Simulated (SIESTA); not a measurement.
ZrN:

```xyz
2
Lattice="0.0000 2.3000 2.3000 2.3000 0.0000 2.3000 2.3000 2.3000 0.0000" Properties=species:S:1:pos:R:3 pbc="T T T"
Zr    2.3000    2.3000    2.3000
N     0.0000    0.0000    0.0000
```

Base run:

```yaml
Program: SIESTA 5.4.2
Functional: PBE
Potentials_or_basis: PseudoDojo 0.4 standard (PBE files)
Basis: SZP (energy shift 0.003 Ry)
Grid_cutoff: 800 Ry
Energy_shift: 0.003 Ry
k_mesh: 10 × 10 × 10
Occupations: fermi-dirac, width 0.05 eV
Spin: no spin polarisation
```

Its results: band gap on the k mesh none (metal or under the smearing width); pressure 4.9 GPa.

**Question.** The run is repeated on the same cell with these changes: basis from SZP (energy shift 0.003 Ry) to DZDP (energy shift 0.003 Ry; two zetas on semicore shells). What comes out?

**Answer.** Band gap on the k mesh none (metal or under the smearing width); pressure 2.0 GPa.

Caveats: the basis of atomic orbitals isn't converged, which shifts pressures, moduli and gaps.
